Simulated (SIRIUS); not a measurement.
**Zn: equation of state with PBEsol**

The system is Zn.

```
Zn
1.0
     2.67000    0.00000    0.00000
    -1.33500    2.31229    0.00000
     0.00000    0.00000    4.96600
Zn
2
Direct
  0.66667 0.33333 0.75000
  0.33333 0.66667 0.25000
```

- Program: SIRIUS 7.12.0
- Task: equation of state
- Functional: PBEsol
- Potentials or basis: all-electron FP-LAPW
- Cutoff: 167 eV
- Basis: apw+lo standard
- k mesh: 11 × 11 × 6
- Occupations: gaussian, width 0.1 eV
- Spin: no spin polarisation

- Equilibrium volume: 14.19 Å³/atom (rough: see the caveat)
- Bulk modulus at fixed shape and positions: 91 GPa (rough)

Energy against volume, from the lowest point:
```
volume (Å³/atom)  energy (meV/atom)
          14.410               0.00
          14.716               4.06
          15.023              11.36
          15.330              21.41
          15.636              33.45
          15.943              47.59
          16.249              63.81
```

All runs of the series together: 5.3 min on 1 thread of Intel(R) Xeon(R) Platinum 8259CL CPU @ 2.50GHz (Skylake/Cascade Lake), on a shared host.

Caveat: the minimum lies outside the volumes run; the cell was scaled at fixed shape and fractional positions, which overstates the stiffness of a crystal with free parameters, most of all of layers and chains.
